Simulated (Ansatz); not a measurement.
The elements of this relaxed trial crystal are hidden behind letters.

```
lattice vectors (Å)
   5.3504    0.0000    0.0000
   0.0000    5.4437    0.0000
   0.0000    0.0000    4.0468
fractional positions
X 0.0000 0.0000 0.5000
X 0.5000 0.5000 0.0000
Z 0.2510 0.2039 0.8194
Z 0.7490 0.7961 0.8194
Z 0.7510 0.2961 0.6806
Z 0.2490 0.7039 0.6806
Z 0.7490 0.7961 0.1806
Z 0.2510 0.2039 0.1806
Z 0.2490 0.7039 0.3194
Z 0.7510 0.2961 0.3194
```

Level of theory: Ansatz, DFT PBE, scalar-relativistic, plane waves, PAW. Plane waves to 420 eV, an 8×8×10 mesh through Γ for the 10-atom cell and 0.01 eV Gaussian smearing; no spin polarisation.

```
Space group                                : Pnnm (No. 58)
Conventional cell                          : a = 5.350 Å, b = 5.444 Å, c = 4.047 Å
Volume per atom                            : 11.79 Å³
Density                                    : 4.37 g/cm³
Formation energy                           : −1.486 eV/atom
Gap on the 8×8×10 mesh of the 10-atom cell : 0.18 eV
```

Energies are uncorrected and count from the elements' standard states at the same level.

Question: X is a d-block element of period 5 and Z is a p-block element of period 2. Which elements are they?

Answer: X = Zr, Z = O, so the formula is ZrO4. Density times volume gives a mean mass of 4.37 × 11.79/1.6605 = 31.0 u per atom, and this set has 31.0 u. Among the elements that the hints allow, noble gases aside, only these give it. Zr is surrounded by 8 O at 2.17–2.22 Å; O has 1 O at 1.46 Å and 2 Zr at 2.17–2.22 Å.

Kohn–Sham gaps at this level usually fall short of measured ones. Symmetry constrained the relaxation, so the result can be a saddle point.
